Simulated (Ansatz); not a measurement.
The system is NiO2.

```xyz
6
Lattice="2.9122 0.0000 0.0000 -1.4561 2.5220 0.0000 0.0000 0.0000 10.5553" Properties=species:S:1:pos:R:3 pbc="T T T"
Ni    0.0000    0.0000    5.2776
Ni    0.0000    0.0000    0.0000
O     0.0000    1.6813    6.2179
O     0.0000    1.6813    9.6150
O     1.4561    0.8407    4.3374
O     1.4561    0.8407    0.9403
```

The cell comes from a database or a generator and needn't be the stable form of this composition.

Program: Ansatz 0.2.0. Alike in all runs: task projected density of states; potentials or basis Ansatz PAW; spin collinear, ferromagnetic start; cell as given; k mesh 10 × 10 × 3; cutoff (eV) 420; smearing fermi-dirac 0.05 eV.

Task: Order these runs on this cell by their band gap on the k mesh, lowest first.
A. level PBEsol+U; U Ni d U = 6 eV; hubbard projectors ortho-atomic (the default); double counting fll (the default)
B. level PBEsol
C. level PBEsol+U; U Ni d U = 2 eV; hubbard projectors ortho-atomic (the default); double counting fll (the default)
D. level PBEsol+U; U Ni d U = 1 eV; hubbard projectors ortho-atomic (the default); double counting fll (the default)
E. level PBEsol+U; U Ni d U = 8 eV; hubbard projectors ortho-atomic (the default); double counting fll (the default)

Result: E (0.07 eV), A (0.54 eV), B (0.91 eV), D (1.11 eV), C (1.27 eV).

Caveats: odd divisions of the mesh miss points on the zone boundary, where band edges often lie, so the gap on the mesh can be too wide; the density of states is complete only up to the lowest level of the last band computed; the starting moments weren't kept; the magnetic or orbital state may not be the lowest (some runs); forces of over 1 eV/Å show positions far from the minimum, so gaps and moduli don't describe the material at rest (some runs).

A k mesh can miss the band edges.
